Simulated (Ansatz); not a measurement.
# AlGaN2: a single-point run

The task is a single-point run on AlGaN2. The structure is shown as the input types it. The cell is built on a prototype (ordering on zincblende) and needn't be the phase found in nature.

Method: density functional or hybrid calculation with the settings of its input, plane waves (as first typed), in Ansatz 0.2.0.

4 further runs of the same task are left out: 3 for a known fault of the program, 1 that didn't finish.

**1. Starting point**

The structure is tetragonal, space group P-4m2 (No. 115). Conventional cell: a = 3.138 Å, b = 3.138 Å, c = 4.423 Å, α = 90.00°, β = 90.00°, γ = 90.00°. Al (site symmetry -4m2) has 4 N at 1.89 Å as nearest neighbours. N (site symmetry 2mm) has 2 Al at 1.89 Å and 2 Ga at 1.95 Å as nearest neighbours. Ga (site symmetry -4m2) is surrounded by 4 N at 1.95 Å.

As a file:

```xyz
4
Lattice="3.1385 0.0000 0.0000 0.0000 3.1385 0.0000 0.0000 0.0000 4.4227" Properties=species:S:1:pos:R:3 pbc="T T T"
Al    0.0000    0.0000    0.0000
N     0.0000    1.5692    1.0574
Ga    1.5692    1.5692    2.2114
N     1.5692    0.0000    3.3653
```

**2. The run**

File input.yaml:

```yaml
crystal:
  lattice:
    - [3.1384692123, 0.0, 0.0]
    - [0.0, 3.1384692123, 0.0]
    - [0.0, 0.0, 4.4227207168]
  atoms:
    - { symbol: Al, position: [0.0, 0.0, 0.0] }
    - { symbol: "N", position: [0.0, 0.5, 0.2390927583] }
    - { symbol: Ga, position: [0.5, 0.5, 0.5] }
    - { symbol: "N", position: [0.5, 0.0, 0.7609072417] }
kpoints:
  mp_grid: { grid: [4, 4, 4] }
hamiltonian:
  xc: hse06
scf:
  occupations: { method: fixed }
  n_extra_bands: 5
  exx: { max_outer_iter: 1 }
output:
  forces: true
  stress: true
  eigenvalues: true
```

Launch:

```console
ansatz run input.yaml --threads 4 --pin off --max-ram 3686MiB --backend cpu --events-out ev --progress --plain --runs-dir out
```

What happens when this is run?

The program refused the input before any cycle. It says: «invalid value for `scf.exx.max_outer_iter`: an exchange loop that starts behind the semilocal warm-up accepts no state before cycle 2, and this deck runs one: type 2 or more, or drop the key»

Look at the input: scf.exx.max_outer_iter is 1. The limit on iterations ended the loop before it was done.

Remedy: delete scf.exx.max_outer_iter (the default then holds).
